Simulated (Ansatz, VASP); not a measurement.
Na: VASP beside Ansatz

The input INCAR:

```
SYSTEM = Na
PREC = Accurate
ENCUT = 520
EDIFF = 1E-6
ISMEAR = 0
SIGMA = 0.15
LREAL = .False.
LASPH = .True.
NELM = 80
ALGO = Fast
ISIF = 2
LWAVE = .False.
LCHARG = .False.
NBANDS = 10
```

File KPOINTS:

```
regular mesh
0
Gamma
  18 18 18
  0 0 0
```

Contents of POSCAR:

```
Na
1.0
   -2.1465104543      2.1465104543      2.0606500361
    2.1465104543     -2.1465104543      2.0606500361
    2.1465104543      2.1465104543     -2.0606500361
Na
1
Direct
    0.0000000000      0.0000000000      0.0000000000
```

Input for Ansatz:

```yaml
crystal:
  lattice:
    - [-2.1465104543, 2.1465104543, 2.0606500361]
    - [2.1465104543, -2.1465104543, 2.0606500361]
    - [2.1465104543, 2.1465104543, -2.0606500361]
  atoms:
    - { symbol: Na, position: [0.0, 0.0, 0.0] }
basis:
  ecutwfc: 420
kpoints:
  mp_grid: { grid: [18, 18, 18] }
hamiltonian:
  xc: lda
scf:
  occupations: { method: gaussian, width: 0.15 }
output:
  forces: true
  stress: true
  eigenvalues: true
```

Alike in both runs: task single point; functional LDA; k mesh 18 × 18 × 18; occupations gaussian, width 0.15 eV; no spin polarisation.

|  | VASP | Ansatz |
| --- | --- | --- |
| version | VASP 6.6.1 | Ansatz 0.2.0 |
| potentials or method | VASP PAW LDA potentials, release 64 (Na_pv) | scalar-relativistic, plane waves, PAW |
| plane-wave cutoff (eV) | 520 | 420 |
| valence electrons in the cell | 7 | 9 |

```csv
,VASP,Ansatz,Ansatz less VASP
gap on the k mesh at the Fermi level (eV),none,none,-
pressure (GPa),-1.1,-0.9,+0.16
```

A gap of «none» marks a metal or a gap that the smearing closes. The two sets of potentials don't hold the same shells in valence.
